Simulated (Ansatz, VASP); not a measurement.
## Co: VASP beside Ansatz

```
Co
1.0
     0.00000    1.76007    1.76007
     1.76007    0.00000    1.76007
     1.76007    1.76007    0.00000
Co
1
Direct
  0.00000 0.00000 0.00000
```

Alike in both runs: functional PBE; k mesh 20 × 20 × 20; occupations gaussian, width 0.1 eV; collinear spin.

Ansatz relaxed the structure, and its values are those at the end. VASP's run is a single point on that final structure, the one shown.

|  | VASP | Ansatz |
| --- | --- | --- |
| version | VASP 6.6.1 | Ansatz 0.2.0 |
| potentials or method | VASP PAW PBE potentials, release 64 (Co) | scalar-relativistic, plane waves, PAW |
| plane-wave cutoff (eV) | 520 | 420 |
| valence electrons in the cell | 9 | 17 |

VASP gave:

```
gap on the k mesh at the Fermi level (eV)                     : none
pressure (GPa)                                                : -0.7
net moment per atom (μB)                                      : 1.64
size of the moment on the site where the two differ most (μB) : 1.65
```

Question: Which values does Ansatz return?

Answer: gap on the k mesh at the Fermi level (eV): none; pressure (GPa): 0.0; net moment per atom (μB): 1.64; size of the moment on the site where the two differ most (μB): 1.71.

Site moments also hang on the region over which each program counts them. A gap of «none» marks a metal or a gap that the smearing closes. With one functional, cell and mesh, what is left measures potentials, basis and numerics. The two sets of potentials don't hold the same shells in valence.
